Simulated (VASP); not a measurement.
Pb: relaxation of cell and atoms with r2SCAN+D4

Crystal: Pb.

```
CELL_PARAMETERS angstrom
-1.97966 1.97966 1.97966
1.97966 -1.97966 1.97966
1.97966 1.97966 -1.97966
ATOMIC_POSITIONS crystal
Pb 0.00000 0.00000 0.00000
```

This isn't the form of Pb at room conditions, which is fcc.

- Program: VASP 6.6.1
- Task: relaxation of cell and atoms
- Functional: r2SCAN
- Dispersion: D4
- Potentials or basis: VASP PAW PBE potentials, release 64 (Pb_d)
- Cutoff: 600 eV
- k mesh: 9 × 9 × 9
- Occupations: methfessel-paxton, width 0.1 eV
- Spin: no spin polarisation
- Further INCAR settings: ALGO = Normal; EDIFF = 1e-07; IBRION = 2; EDIFFG = -0.01; NSW = 40; ISIF = 3

The relaxed volume is 30.28 Å³/atom and the relaxed cell is a = 3.401 Å, b = 3.401 Å, c = 3.401 Å, α = 109.47°, β = 109.47°, γ = 109.47°. The space group after relaxing (to 0.05 Å) is Im-3m (No. 229). The energy gained by relaxing is 2.6 meV/atom and the ionic steps are 3. The pressure after relaxing is 0.0 GPa and the band gap on the k mesh is none (metal or under the smearing width). The dispersion energy per atom is -0.137 eV.

The path:
| step | energy change (eV) | largest force (eV/Å) | pressure (GPa) | volume (Å³) |
| --- | --- | --- | --- | --- |
| 1 | 0.0000 | 0.0000 | -1.08 | 31.03 |
| 2 | -0.0025 | 0.0000 | 0.30 | 30.10 |
| 3 | -0.0026 | 0.0000 | 0.00 | 30.28 |

Final structure:
```yaml
crystal:
  lattice:
    - [-1.96361, 1.96361, 1.96361]
    - [1.96361, -1.96361, 1.96361]
    - [1.96361, 1.96361, -1.96361]
  atoms:
    - { symbol: Pb, position: [0.00000, 0.00000, 0.00000] }
```

Levels at points of the mesh, in eV from the Fermi level:
| k point | band 4 | band 5 | band 6 | band 7 | band 8 | band 9 | band 10 | band 11 |
| --- | --- | --- | --- | --- | --- | --- | --- | --- |
| (0.00, 0.00, 0.00) | -17.68 | -17.68 | -12.45 | 7.82 | 7.82 | 7.82 | 11.75 | 11.75 |

Wall time 75 s on 1 thread of Intel(R) Xeon(R) 6975P-C (Granite Rapids) (shared host), peak memory 0.18 GiB.

Caveat: the PAW data sets were made with another functional, which shifts forces and pressure a little; pairwise dispersion overbinds metals, which lowers pressure and volume. Spin-orbit coupling is left out, which matters for the levels of Pb.
